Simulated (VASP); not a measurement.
Write the native input for VASP 6.6.1 that does the following.

```yaml
Task: single point
Functional: PBE
Potentials_or_basis: VASP PAW PBE potentials, release 64 (Co_GW, O_GW)
Cutoff: 550 eV
k_mesh: 11 × 11 × 11
Occupations: gaussian, width 0.1 eV
Spin: collinear spin, ferromagnetic start
Starting_moments: "[2.0, 0.0] μB"
Further_INCAR_settings: ALGO = Normal; EDIFF = 1e-07; NBANDS = 18
```

The structure of CoO lies in POSCAR:

```
CoO
2.9959
    0.502509945092      0.290124252078      0.814422012150
   -0.502509945092      0.290124252078      0.814422012150
    0.000000000000     -0.580248504156      0.814422012150
Co O
1 1
Direct
    0.0000000000      0.0000000000      0.0000000000
    0.5000000000      0.5000000000      0.5000000000
```

The cell is a database's computed one.

The input as run:

INCAR

```
PREC = Accurate
ENCUT = 550
EDIFF = 1E-7
ISMEAR = 0
SIGMA = 0.1
LREAL = F
LASPH = T
NELM = 120
ALGO = Normal
ISIF = 2
LWAVE = F
LCHARG = F
ISPIN = 2
MAGMOM = 2 0
LORBIT = 11
LMAXMIX = 4
GGA = PE
NBANDS = 18
```

KPOINTS

```
Automatic mesh
0
Gamma
  11 11 11
```

Potentials or basis: VASP PAW PBE potentials, release 64 (Co_GW, O_GW).

The run is started by

```bash
$ cat potpaw_PBE.64/Co_GW/POTCAR potpaw_PBE.64/O_GW/POTCAR > POTCAR
$ mpirun -np 1 vasp_std > vasp.out
```

Results of the run:

```yaml
Pressure: -1.2 GPa
Band_gap_on_the_k_mesh: none (metal or under the smearing width)
Net_moment: 2.89 μB per cell
Site_moments: Co +2.53; O +0.30 μB
Valence_electrons_inside_the_program's_atomic_spheres: Co 7.77; O 4.91
```

Caveat: a cell with one magnetic atom can't hold antiferromagnetic order, which such compounds often take; semilocal functionals often make such compounds metallic where correlation or magnetic order opens a gap, which also shifts bond lengths.

Run time: 97 s on 1 thread of AMD EPYC 9R45 (Zen 5), with other jobs on the host, peak memory 0.19 GiB.
